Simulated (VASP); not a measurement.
# Cs (I4/mmm) in VASP: a series of runs

The runs below take Cs through single point, with PBE.

Program: VASP 6.6.1. These are calculated values, not measurements. Logs are shortened: lines on timing, memory, paths and dates and some standing lists are left out, and cuts for length are marked.

### Step 1. The structure

It takes space group I4/mmm (No. 139, tetragonal). Conventional cell: a = 5.500 Å, b = 5.500 Å, c = 8.194 Å, α = 90.00°, β = 90.00°, γ = 90.00°.

This isn't the form of Cs at room conditions, which is bcc.

### Step 2. Single point, PBE

INCAR reads:

```
PREC = Accurate
ENCUT = 250
EDIFF = 1E-6
ISMEAR = 1
SIGMA = 0.15
LREAL = False
LASPH = True
NELM = 100
ALGO = Normal
ISIF = 2
LWAVE = False
LCHARG = False
GGA = PE
NBANDS = 10
ADDGRID = False
```

KPOINTS reads:

```
regular mesh
0
Gamma
  4 4 4
```

POSCAR reads:

```
Cs
1.0
   -2.6528630000      2.7200140000      3.9488130000
    2.8833600000     -2.6988260000      4.0893020000
    2.7318000000      2.7777640000     -3.9345920000
Cs
1
Direct
    0.0073440000      0.0133040000      0.0001460000
```

Potentials or basis: VASP PAW PBE potentials, release 64 (Cs_sv).

The run is started by

```bash
> cat potpaw_PBE.64/Cs_sv/POTCAR > POTCAR
> mpirun -np 1 vasp_std > vasp.out
```

OUTCAR:

```text
PREC = Accurate
   ENCUT = 250
   EDIFF = 1E-6
   ISMEAR = 1
   LREAL = False
   LASPH = True
   NELM = 100
   ISIF = 2
   GGA = PE

 Found     36 irreducible k-points:

 Following reciprocal coordinates:
            Coordinates               Weight
  0.000000  0.000000  0.000000      1.000000
  0.250000  0.000000  0.000000      2.000000
  0.500000  0.000000  0.000000      1.000000
  0.000000  0.250000  0.000000      2.000000
  0.250000  0.250000  0.000000      2.000000
  0.500000  0.250000  0.000000      2.000000
   k-points           NKPTS =     36   k-points in BZ     NKDIM =     36   number of bands    NBANDS=     10
   number of dos      NEDOS =    301   number of ions     NIONS =      1
   total plane-waves  NPLWV =  25200
   dimension x,y,z NGX =    28 NGY =   30 NGZ =   30
   dimension x,y,z NGXF=    56 NGYF=   60 NGZF=   60
   ions per type =               1
   NGX,Y,Z   is equivalent  to a cutoff of   8.49,  8.77,  9.01 a.u.
   NGXF,Y,Z  is equivalent  to a cutoff of  16.99, 17.55, 18.01 a.u.
 SYSTEM =  unknown system
   PREC   = accura    normal or accurate (medium, high low for compatibility)
   ISTART =      0    job   : 0-new  1-cont  2-samecut
   ICHARG =      2    charge: 1-file 2-atom 10-const
   ISPIN  =      1    spin polarized calculation?
   LNONCOLLINEAR =      F non collinear calculations
   LSORBIT =      F    spin-orbit coupling
   LASPH  =      T    aspherical Exc in radial PAW
   ENCUT  =  250.0 eV  18.37 Ry    4.29 a.u.   7.06  7.33  7.14*2*pi/ulx,y,z
   NELM   =    100;   NELMIN=  2; NELMDL= -5     # of ELM steps
   EDIFF  = 0.1E-05   stopping-criterion for ELM
   LREAL  =      F    real-space projection
   EDIFFG = 0.1E-04   stopping-criterion for IOM
   NSW    =      0    number of steps for IOM
   IBRION =     -1    ionic relax: 0-MD 1-quasi-New 2-CG
   NFREE  =      0    steps in history (QN), initial steepest desc. (CG)
   ISIF   =      2    stress and relaxation
   ISYM   =      2    0-nonsym 1-usesym 2-fastsym
   POTIM  = 0.5000    time-step for ionic-motion
   TEBEG  =    0.0;   TEEND  =   0.0 temperature during run
   PSTRESS=    0.0 pullay stress
   NELECT =       9.0000    total number of electrons
   NUPDOWN=      -1.0000    fix difference up-down
   EMIN   =  10.00;   EMAX   =-10.00  energy-range for DOS
   EFERMI =   0.00;   METHOD = LEGACY
   ISMEAR =     1;   SIGMA  =   0.15  broadening in eV -4-tet -1-fermi 0-gaus
   EFERMI_NEDOS =   21; number of points for ismear=-14 and -15
   IALGO  =     38    algorithm
   IMIX   =      4    mixing-type and parameters
     AMIX     =   0.40;   BMIX     =  1.00
     AMIX_MAG =   1.60;   BMIX_MAG =  1.00
  volume/ion in A,a.u.               =     123.95       836.44
  Fermi-wavevector in a.u.,A,eV,Ry     =   0.682981  1.290648  6.346621  0.466464
  Thomas-Fermi vector in A             =   1.762213
   LORBIT       =      0    0 simple, 1 ext, 2 COOP (PROOUT), +10 PAW based schemes
   GGA     = PE    functional components
   LHFCALC =     F    Hartree Fock is set to
   AEXX    =    0.0000 exact exchange contribution
   IVDW    =     0    specifies the selected vdW correction
   LEPSILON=     F    determine dielectric tensor
   LRPA    =     F    only Hartree local field effects (RPA)
 non-spin polarized calculation
 Methfessel and Paxton  Order N= 1 SIGMA  =   0.15
  energy-cutoff  :      250.00
  volume of cell :      123.95
 maximum number of plane-waves:      1122
   NGX = 15   NGY = 15   NGZ = 15

 number of electron       8.9999995 magnetization

 Free energy of the ion-electron system (eV)
  ---------------------------------------------------
  ext. energy  EPLUGINS =         0.00000000
  ---------------------------------------------------
  free energy    TOTEN  =        -0.81577259 eV

  energy without entropy =       -0.81744678  energy(sigma->0) =       -0.81633065

 E-fermi :   0.3537     XC(G=0):  -5.2183

 val. band max:        0.3179925419   @ k =   0.5000   0.0000   0.5000
 cond. band min:       0.3763900343   @ k =  -0.2500   0.5000   0.2500
 fundamental gap:      0.0583974924
 Fermi energy:         0.3537187561

 k-point     1 :       0.0000    0.0000    0.0000
  band No.  band energies     occupation
      1     -23.6089      2.00000
      2     -10.3742      2.00000
      3     -10.3660      2.00000
      4     -10.3645      2.00000
      5      -1.3263      2.00000
      6       2.4863     -0.00000
      7       2.7479     -0.00000
      8       2.8014     -0.00000
      9       3.6145      0.00000
     10       3.7982      0.00000

 k-point     2 :       0.2500    0.0000    0.0000
  band No.  band energies     occupation
      1     -23.6066      2.00000
      2     -10.4224      2.00000
      3     -10.3778      2.00000
      4     -10.3751      2.00000
      5      -0.7466      2.00000
      6       1.8963     -0.00000
      7       2.6598     -0.00000
      8       2.8512     -0.00000
      9       3.5698      0.00000
     10       3.6212      0.00000

 k-point     3 :       0.5000    0.0000    0.0000
  band No.  band energies     occupation
      1     -23.6044      2.00000
      2     -10.4770      2.00000
      3     -10.3858      2.00000
      4     -10.3816      2.00000
      5       0.2807      1.72540
      6       1.0004     -0.00000
      7       2.4691     -0.00000
      8       2.6213     -0.00000
      9       4.1408      0.00000
     10       4.6006      0.00000

 k-point     4 :       0.0000    0.2500    0.0000
  band No.  band energies     occupation
      1     -23.6072      2.00000
      2     -10.4205      2.00000
      3     -10.3716      2.00000
      4     -10.3697      2.00000
      5      -0.7935      2.00000
      6       1.7637     -0.00000
      7       2.7637     -0.00000
      8       2.8345     -0.00000
      9       3.6887      0.00000
     10       3.7268      0.00000

 k-point     5 :       0.2500    0.2500    0.0000
  band No.  band energies     occupation
      1     -23.6049      2.00000
      2     -10.4343      2.00000
      3     -10.4147      2.00000
      4     -10.3820      2.00000
      5       0.0036      2.00470
      6       1.6364     -0.00000
      7       1.8039     -0.00000
      8       3.0151     -0.00000
      9       3.5427      0.00000
     10       4.1077      0.00000

 k-point     6 :       0.5000    0.2500    0.0000
  band No.  band energies     occupation
      1     -23.6036      2.00000
      2     -10.4655      2.00000
      3     -10.4068      2.00000
      4     -10.3954      2.00000
      5       0.5329     -0.07062
      6       1.1668     -0.00000
      7       1.8955     -0.00000
      8       3.0759     -0.00000
      9       3.4163      0.00000
     10       4.6136      0.00000

 [... further k-points ...]

------------------------ aborting loop because EDIFF is reached ----------------------------------------

  FORCE on cell =-STRESS in cart. coord.  units (eV):
  Direction    XX          YY          ZZ          XY          YZ          ZX
  --------------------------------------------------------------------------------------
  -------------------------------------------------------------------------------------
  Total       -0.1069528     -0.0732183     -0.0758190      0.0022741      0.0033945     -0.0330800
  in kB       -1.3824910     -0.9464327     -0.9800495      0.0293953      0.0438781     -0.4275980
  external PRESSURE =      -1.1029911 kB  Pullay stress =       0.0000000 kB

 VOLUME and BASIS-vectors are now :
 -----------------------------------------------------------------------------
  energy-cutoff  :      250.00
  volume of cell :      123.95
      direct lattice vectors                 reciprocal lattice vectors
    -2.652863000  2.720014000  3.948813000    -0.005972949  0.181656419  0.124099719
     2.883360000 -2.698826000  4.089302000     0.174839185 -0.002819191  0.119401107
     2.731800000  2.777764000 -3.934592000     0.175719406  0.179382947 -0.005511685

 POSITION                                       TOTAL-FORCE (eV/Angst)
 -----------------------------------------------------------------------------------
      0.01928     -0.01552      0.08283        -0.000000      0.000000      0.000000
 -----------------------------------------------------------------------------------
    total drift:                               -0.000014     -0.000022      0.000001

  FREE ENERGIE OF THE ION-ELECTRON SYSTEM (eV)
  ---------------------------------------------------
  free  energy   TOTEN  =        -0.8157725883 eV

  energy  without entropy=       -0.8174467835  energy(sigma->0) =       -0.81633065
```

OSZICAR:

```text
N       E                     dE             d eps       ncg     rms          rms(c)
DAV:   1     0.402866065207E+02    0.40287E+02   -0.20252E+03   720   0.359E+02
DAV:   2     0.268734115709E+01   -0.37599E+02   -0.37071E+02   834   0.914E+01
DAV:   3    -0.770681691219E+00   -0.34580E+01   -0.34546E+01   828   0.324E+01
DAV:   4    -0.813490082449E+00   -0.42808E-01   -0.42802E-01  1022   0.424E+00
DAV:   5    -0.813654381046E+00   -0.16430E-03   -0.16430E-03  1004   0.228E-01    0.138E-01
DAV:   6    -0.814497056788E+00   -0.84268E-03   -0.10924E-03   998   0.156E-01    0.890E-02
DAV:   7    -0.815684092962E+00   -0.11870E-02   -0.30035E-03   844   0.266E-01    0.335E-02
DAV:   8    -0.815772052514E+00   -0.87960E-04   -0.11379E-04   826   0.584E-02    0.415E-03
DAV:   9    -0.815772588344E+00   -0.53583E-06   -0.31698E-06  1160   0.842E-03
   1 F= -.81577259E+00 E0= -.81633065E+00  d E =0.167420E-02
```

stdout:

```text
POSCAR found type information on POSCAR Cs
 POSCAR found :  1 types and       1 ions
 scaLAPACK will be used
 LDA part: xc-table for (Slater+PW92), standard interpolation
 POSCAR, INCAR and KPOINTS ok, starting setup
 FFT: planning ... GRIDC
 FFT: planning ... GRID_SOFT
 FFT: planning ... GRID
 WAVECAR not read
 entering main loop
```

Wall time 6.6 s (1 thread of Intel Xeon Platinum 8488C (Sapphire Rapids), shared host); peak memory 0.15 GiB.

These settings aren't checked as converged: the numbers below hold their error.

What came out:

```yaml
Free_energy: -0.8158 eV
Band_gap_on_the_k_mesh: none (metal or under the smearing width)
```

Caveat: the k mesh is coarse (spacing up to 0.39 Å⁻¹), so the values aren't converged; the cutoff is under 1.25 times the usual one of these potentials, so pressure, stress and relaxed cells hold a basis-set (Pulay) error.

### Step 3. Single point, PBE

This run uses another cell than the first one, of the same volume but with other edges.

Edit INCAR of step 2 so:

```diff
@@ -1,3 +1,3 @@
 PREC = Accurate
-ENCUT = 250
+ENCUT = 300
 EDIFF = 1E-6
```

KPOINTS is that of step 2.

POSCAR reads:

```
Cs
1.0
   -2.7500754600      2.7500754600      4.0972389800
    2.7500754600     -2.7500754600      4.0972389800
    2.7500754600      2.7500754600     -4.0972389800
Cs
1
Direct
    0.0000000000      0.0000000000      0.0000000000
```

Potentials or basis: VASP PAW PBE potentials, release 64 (Cs_sv).

The run is started by

```bash
> cat potpaw_PBE.64/Cs_sv/POTCAR > POTCAR
> mpirun -np 1 vasp_std > vasp.out
```

OUTCAR:

```text
PREC = Accurate
   ENCUT = 300
   EDIFF = 1E-6
   ISMEAR = 1
   LREAL = False
   LASPH = True
   NELM = 100
   ISIF = 2
   GGA = PE

 Found     13 irreducible k-points:

 Following reciprocal coordinates:
            Coordinates               Weight
  0.000000  0.000000  0.000000      1.000000
  0.250000 -0.000000  0.000000      8.000000
  0.500000 -0.000000  0.000000      4.000000
  0.250000  0.250000  0.000000      8.000000
  0.500000  0.250000  0.000000     16.000000
 -0.250000  0.250000  0.000000      4.000000
   k-points           NKPTS =     13   k-points in BZ     NKDIM =     13   number of bands    NBANDS=     10
   number of dos      NEDOS =    301   number of ions     NIONS =      1
   total plane-waves  NPLWV =  32768
   dimension x,y,z NGX =    32 NGY =   32 NGZ =   32
   dimension x,y,z NGXF=    64 NGYF=   64 NGZF=   64
   ions per type =               1
   NGX,Y,Z   is equivalent  to a cutoff of   9.42,  9.42,  9.42 a.u.
   NGXF,Y,Z  is equivalent  to a cutoff of  18.83, 18.83, 18.83 a.u.
 SYSTEM =  unknown system
   PREC   = accura    normal or accurate (medium, high low for compatibility)
   ISTART =      0    job   : 0-new  1-cont  2-samecut
   ICHARG =      2    charge: 1-file 2-atom 10-const
   ISPIN  =      1    spin polarized calculation?
   LNONCOLLINEAR =      F non collinear calculations
   LSORBIT =      F    spin-orbit coupling
   LASPH  =      T    aspherical Exc in radial PAW
   ENCUT  =  300.0 eV  22.05 Ry    4.70 a.u.   7.98  7.98  7.98*2*pi/ulx,y,z
   NELM   =    100;   NELMIN=  2; NELMDL= -5     # of ELM steps
   EDIFF  = 0.1E-05   stopping-criterion for ELM
   LREAL  =      F    real-space projection
   EDIFFG = 0.1E-04   stopping-criterion for IOM
   NSW    =      0    number of steps for IOM
   IBRION =     -1    ionic relax: 0-MD 1-quasi-New 2-CG
   NFREE  =      0    steps in history (QN), initial steepest desc. (CG)
   ISIF   =      2    stress and relaxation
   ISYM   =      2    0-nonsym 1-usesym 2-fastsym
   POTIM  = 0.5000    time-step for ionic-motion
   TEBEG  =    0.0;   TEEND  =   0.0 temperature during run
   PSTRESS=    0.0 pullay stress
   NELECT =       9.0000    total number of electrons
   NUPDOWN=      -1.0000    fix difference up-down
   EMIN   =  10.00;   EMAX   =-10.00  energy-range for DOS
   EFERMI =   0.00;   METHOD = LEGACY
   ISMEAR =     1;   SIGMA  =   0.15  broadening in eV -4-tet -1-fermi 0-gaus
   EFERMI_NEDOS =   21; number of points for ismear=-14 and -15
   IALGO  =     38    algorithm
   IMIX   =      4    mixing-type and parameters
     AMIX     =   0.40;   BMIX     =  1.00
     AMIX_MAG =   1.60;   BMIX_MAG =  1.00
  volume/ion in A,a.u.               =     123.95       836.44
  Fermi-wavevector in a.u.,A,eV,Ry     =   0.682981  1.290648  6.346621  0.466463
  Thomas-Fermi vector in A             =   1.762213
   LORBIT       =      0    0 simple, 1 ext, 2 COOP (PROOUT), +10 PAW based schemes
   GGA     = PE    functional components
   LHFCALC =     F    Hartree Fock is set to
   AEXX    =    0.0000 exact exchange contribution
   IVDW    =     0    specifies the selected vdW correction
   LEPSILON=     F    determine dielectric tensor
   LRPA    =     F    only Hartree local field effects (RPA)
 non-spin polarized calculation
 Methfessel and Paxton  Order N= 1 SIGMA  =   0.15
  energy-cutoff  :      300.00
  volume of cell :      123.95
 maximum number of plane-waves:      1476
   NGX = 15   NGY = 15   NGZ = 15

 number of electron       9.0000008 magnetization

 Free energy of the ion-electron system (eV)
  ---------------------------------------------------
  ext. energy  EPLUGINS =         0.00000000
  ---------------------------------------------------
  free energy    TOTEN  =        -0.81698597 eV

  energy without entropy =       -0.81922370  energy(sigma->0) =       -0.81773188

 E-fermi :   0.3477     XC(G=0):  -5.2186

 val. band max:        0.2655370150   @ k =   0.5000  -0.0000   0.0000
 cond. band min:       0.4021358604   @ k =  -0.2500   0.5000   0.2500
 fundamental gap:      0.1365988454
 Fermi energy:         0.3477429491

 k-point     1 :       0.0000    0.0000    0.0000
  band No.  band energies     occupation
      1     -23.6103      2.00000
      2     -10.3685      2.00000
      3     -10.3669      2.00000
      4     -10.3669      2.00000
      5      -1.3267      2.00000
      6       2.5765     -0.00000
      7       2.7420     -0.00000
      8       2.7420     -0.00000
      9       3.5274      0.00000
     10       3.8485      0.00000
[... 53 lines left out ...]
 k-point     6 :      -0.2500    0.2500    0.0000
  band No.  band energies     occupation
      1     -23.6072      2.00000
      2     -10.4190      2.00000
      3     -10.3913      2.00000
      4     -10.3857      2.00000
      5      -0.5436      2.00000
      6       1.8389     -0.00000
      7       2.4931     -0.00000
      8       2.9943     -0.00000
      9       3.0212     -0.00000
     10       3.9414      0.00000

 [... further k-points ...]

------------------------ aborting loop because EDIFF is reached ----------------------------------------

  FORCE on cell =-STRESS in cart. coord.  units (eV):
  Direction    XX          YY          ZZ          XY          YZ          ZX
  --------------------------------------------------------------------------------------
  -------------------------------------------------------------------------------------
  Total       -0.0976777     -0.0976777     -0.0676810      0.0000000     -0.0000000     -0.0000000
  in kB       -1.2625995     -1.2625995     -0.8748569      0.0000000     -0.0000000     -0.0000000
  external PRESSURE =      -1.1333520 kB  Pullay stress =       0.0000000 kB

 VOLUME and BASIS-vectors are now :
 -----------------------------------------------------------------------------
  energy-cutoff  :      300.00
  volume of cell :      123.95
      direct lattice vectors                 reciprocal lattice vectors
    -2.750075460  2.750075460  4.097238980     0.000000000  0.181813193  0.122033399
     2.750075460 -2.750075460  4.097238980     0.181813193  0.000000000  0.122033399
     2.750075460  2.750075460 -4.097238980     0.181813193  0.181813193  0.000000000

 POSITION                                       TOTAL-FORCE (eV/Angst)
 -----------------------------------------------------------------------------------
      0.00000      0.00000      0.00000         0.000000      0.000000     -0.000000
 -----------------------------------------------------------------------------------
    total drift:                                0.000000     -0.000000     -0.000000

  FREE ENERGIE OF THE ION-ELECTRON SYSTEM (eV)
  ---------------------------------------------------
  free  energy   TOTEN  =        -0.8169859695 eV

  energy  without entropy=       -0.8192236986  energy(sigma->0) =       -0.81773188
```

stdout:

```text
POSCAR found type information on POSCAR Cs
 POSCAR found :  1 types and       1 ions
 scaLAPACK will be used
 LDA part: xc-table for (Slater+PW92), standard interpolation
 POSCAR, INCAR and KPOINTS ok, starting setup
 FFT: planning ... GRIDC
 FFT: planning ... GRID_SOFT
 FFT: planning ... GRID
 WAVECAR not read
 entering main loop
```

It took 3.6 s on 1 thread of Intel Xeon Platinum 8488C (Sapphire Rapids), shared host; peak memory 0.16 GiB.

The run converged, but some of its settings lie outside the range that counts as converged, so its numbers aren't taken as properties of the crystal.

What came out:

- Free energy: -0.8170 eV
- Pressure: -0.1 GPa
- Band gap on the k mesh: none (metal or under the smearing width)

Caveat: the k mesh is coarse (spacing up to 0.40 Å⁻¹), so the values aren't converged.

### Step 4. Single point, PBE

INCAR is that of step 3.

KPOINTS is that of step 3.

POSCAR reads:

```
Cs
1.0
   -2.6528630000      2.7200140000      3.9488130000
    2.8833600000     -2.6988260000      4.0893020000
    2.7318000000      2.7777640000     -3.9345920000
Cs
1
Direct
    0.0073440000      0.0133040000      0.0001460000
```

The run is started by

```bash
> cat potpaw_PBE.64/Cs_sv/POTCAR > POTCAR
> mpirun -np 1 vasp_std > vasp.out
```

It took 6.4 s on 1 thread of Intel Xeon Platinum 8488C (Sapphire Rapids), shared host; peak memory 0.17 GiB.

The run converged, but some of its settings lie outside the range that counts as converged, so its numbers aren't taken as properties of the crystal.

What came out:

- Free energy: -0.8154 eV
- Pressure: -0.1 GPa
- Band gap on the k mesh: none (metal or under the smearing width)

Caveat: the k mesh is coarse (spacing up to 0.39 Å⁻¹), so the values aren't converged.

(Continued in part 2 of 2.)
